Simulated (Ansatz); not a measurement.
**Relativistic treatment of Tl**

```
Tl
1.0
    -1.94100    1.94100    1.94100
     1.94100   -1.94100    1.94100
     1.94100    1.94100   -1.94100
Tl
1
Direct
  0.00000 0.00000 0.00000
```

The cell is COD entry 9008555, as deposited and not checked against the literature; nothing was relaxed.

One fixed cell is solved with PBE by full-potential LAPW in Ansatz 0.2.0 under different relativistic treatments. Pressure is positive in compression.

Sampling and basis: a Γ-centred 13×13×13 k mesh, Fermi–Dirac smearing of 0.05 eV, basis error target 0.25 meV/atom, no spin polarisation.

Q: Order the settings by the pressure that they give at this fixed cell, lowest first.
A. with spin–orbit coupling
B. scalar-relativistic
C. non-relativistic

A: A (1.73 GPa), B (2.29 GPa), C (4.74 GPa).

```csv
setting,P (GPa),"lowest level at Γ above −25 eV, from the valence-band top or, without a gap, the Fermi level (eV)"
scalar-relativistic,2.29,-11.63
non-relativistic,4.74,-14.55
with spin–orbit coupling,1.73,-12.57
```
